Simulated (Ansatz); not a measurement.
## Pt under changes of volume

One of the cells (15.815 Å³/atom); the others are scaled copies at fixed shape and fractional positions:

```
CELL_PARAMETERS angstrom
2.76067 0.00000 0.00000
-1.38033 2.39081 0.00000
0.00000 0.00000 4.79213
ATOMIC_POSITIONS crystal
Pt 0.33333 0.66667 0.25000
Pt 0.66667 0.33333 0.75000
```

This isn't the form of Pt at room conditions, which is fcc.

```yaml
Program: Ansatz 0.2.0
Functional: LDA
Potentials_or_basis: Ansatz PAW
Cutoff: "420 eV (not typed: the program's choice for these potentials)"
k_mesh: 11 × 11 × 6
Occupations: fermi-dirac, width 0.05 eV
Spin: no spin polarisation
```

| volume (Å³/atom) | energy over the lowest point (meV/atom) | pressure (GPa) |
| --- | --- | --- |
| 14.866 | 0.00 | 0.2 |
| 15.182 | ? | ? |
| 15.498 | 22.92 | -11.1 |
| 15.815 | 49.61 | -15.6 |
| 16.131 | 84.72 | -19.6 |
| 16.447 | 127.16 | -23.0 |
| 16.763 | 175.94 | -26.0 |

Q: What does the run at 15.182 Å³/atom give?

A: Energy over the lowest point 5.92 meV/atom; pressure -5.8 GPa.

Worked out: A Birch-Murnaghan fit of order 3 (a polynomial in V^(-2/3)) to the other rows has its minimum at 14.87 Å³/atom with B0 = V·E''(V) = 301 GPa and B' = 5.3 at fixed shape and positions, which overstates the stiffness. It gives 5.92 meV/atom at 15.182 Å³/atom, against the run's 5.92, and -dE/dV = -5.9 GPa, against -5.8.

Energies are extrapolated to zero smearing.

Caveats: the PAW data sets come from PBE, with cores solved anew for the run's functional, which leaves a small shift of forces and pressure.
